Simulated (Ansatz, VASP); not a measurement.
Pt in VASP and in Ansatz

```
CELL_PARAMETERS angstrom
0.00000 2.10474 1.95790
2.10474 0.00000 1.95790
2.10474 2.10474 0.00000
ATOMIC_POSITIONS crystal
Pt 0.00000 0.00000 0.00000
```

Change from the starting cell: strain +0.0750 x Voigt [1, 1, 0, 0, 0, 0], atoms carried along.

Alike in both runs: task single point; functional PBEsol; k mesh 20 × 20 × 20; occupations gaussian, width 0.15 eV; no spin polarisation.

|  | VASP | Ansatz |
| --- | --- | --- |
| version | VASP 6.6.1 | Ansatz 0.2.0 |
| potentials or method | VASP PAW PBE potentials, release 64 (Pt) | scalar-relativistic, plane waves, PAW |
| plane-wave cutoff (eV) | 520 | 420 |
| valence electrons in the cell | 10 | 18 |

```tsv
	VASP	Ansatz	Ansatz less VASP
gap on the k mesh at the Fermi level (eV)	none	none	-
pressure (GPa)	-27.7	-27.4	+0.28
largest component of the traceless stress (GPa)	1.80	1.80	+0.004
```

A gap of «none» marks a metal or a gap that the smearing closes. The two sets of potentials don't hold the same shells in valence.

Caveats: so large a pressure means that the cell lies far from this level's equilibrium, or that cutoff or potentials fall short (VASP); the potentials were made for another functional, which shifts forces and pressure (VASP). Spin-orbit coupling is left out, which matters for the levels of Pt.
